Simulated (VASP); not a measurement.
A run of VASP 6.6.1:

INCAR

```
PREC = Accurate
ENCUT = 630
EDIFF = 1E-6
ISMEAR = -1
SIGMA = 0.05
LREAL = F
LASPH = T
NELM = 100
ALGO = Fast
ISIF = 3
LWAVE = F
LCHARG = F
GGA = PE
IBRION = 2
NSW = 40
EDIFFG = -0.02
```

The input KPOINTS:

```
Automatic mesh
0
Gamma
  13 13 13
```

POSCAR

```
BN
1.0
    0.0000000000      1.8130010000      1.8130010000
    1.8130010000      0.0000000000      1.8130010000
    1.8130010000      1.8130010000      0.0000000000
N B
1 1
Direct
    0.2500000000      0.2500000000      0.2500000000
    0.0000000000      0.0000000000      0.0000000000
```

Potentials or basis: VASP PAW PBE potentials, release 64 (N_GW, B_GW).

The run is started by

```bash
$ cat potpaw_PBE.64/N_GW/POTCAR potpaw_PBE.64/B_GW/POTCAR > POTCAR
$ mpirun -np 1 vasp_std > vasp.out
```

Hardware: 1 thread of Intel(R) Xeon(R) Platinum 8488C (Sapphire Rapids), on a shared host.

Task: How long does it take, and how much memory?

Result: It took 7.7 s on 1 thread of Intel(R) Xeon(R) Platinum 8488C (Sapphire Rapids) (shared host), peak memory 0.13 GiB. Counts: scf iterations 14, k points 84, ion steps 1.
